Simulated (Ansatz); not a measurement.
# PtS2: a single-point run

The task is a single-point run on PtS2. The structure is shown as the input types it. The cell is built on a prototype (3R-MoS2 type) and needn't be the phase found in nature.

Computed with Ansatz 0.2.0 (density functional or hybrid calculation with the settings of its input, plane waves (as first typed), unless a step's input says otherwise).

3 further runs of the same task are left out: 3 that didn't finish.

## 1. Starting point

Symmetry: R3m, No. 160, trigonal system. The conventional cell has a = 3.478 Å, b = 3.478 Å, c = 15.288 Å, α = 90.00°, β = 90.00°, γ = 120.00°. Pt (site symmetry 3m) has 6 S at 2.41 to 2.48 Å as nearest neighbours. S (site symmetry 3m) has 3 Pt at 2.48 Å as nearest neighbours. S (site symmetry 3m) has 3 Pt at 2.41 Å as nearest neighbours.

Structure file:

```cif
data_structure
_symmetry_space_group_name_H-M 'R3m:H'
_symmetry_Int_Tables_number 160
_cell_length_a 3.4783
_cell_length_b 3.4783
_cell_length_c 15.2876
_cell_angle_alpha 90.000
_cell_angle_beta 90.000
_cell_angle_gamma 120.000
_cell_volume 160.18
loop_
_atom_site_label
_atom_site_type_symbol
_atom_site_symmetry_multiplicity
_atom_site_Wyckoff_symbol
_atom_site_fract_x
_atom_site_fract_y
_atom_site_fract_z
_atom_site_occupancy
Pt1 Pt 3 a 0.66667 0.33333 0.33071 1
S1 S 3 a 0.33333 0.66667 0.09227 1
S2 S 3 a 0.00000 0.00000 0.24369 1
```

## 2. Running it

The input, input.yaml:

```yaml
crystal:
  lattice:
    - [1.7391392294, 1.0040925022, 5.095870381]
    - [-1.7391392294, 1.0040925022, 5.095870381]
    - [0.0, -2.0081850045, 5.095870381]
  atoms:
    - { symbol: Pt, position: [-0.002625645, -0.002625645, -0.002625645] }
    - { symbol: S, position: [0.425598338, 0.425598338, 0.425598338] }
    - { symbol: S, position: [0.2436939735, 0.2436939735, 0.2436939735] }
kpoints:
  mp_grid: { grid: [6, 6, 6] }
hamiltonian:
  xc: pbe
scf:
  occupations: { method: fermi_dirac, width: 0.02 }
  n_extra_bands: 4
  convergence: { dr2_threshold: 1.0e-20 }
  max_iter: 71
output:
  forces: true
  stress: true
  eigenvalues: true
```

Started as:

```bash
> ansatz run input.yaml --threads 4 --pin off --max-ram 3686MiB --backend cpu --events-out ev --progress --plain --runs-dir out
```

What happens when this is run?

This run ends as converged. That alone doesn't make the input a sound one.

The suspect setting: scf.convergence.dr2_threshold is 1.0e-20. The risk: threshold needlessly tight. Once met, so tight a threshold does no harm; it costs cycles.

To check: delete scf.convergence.dr2_threshold (the default then holds).
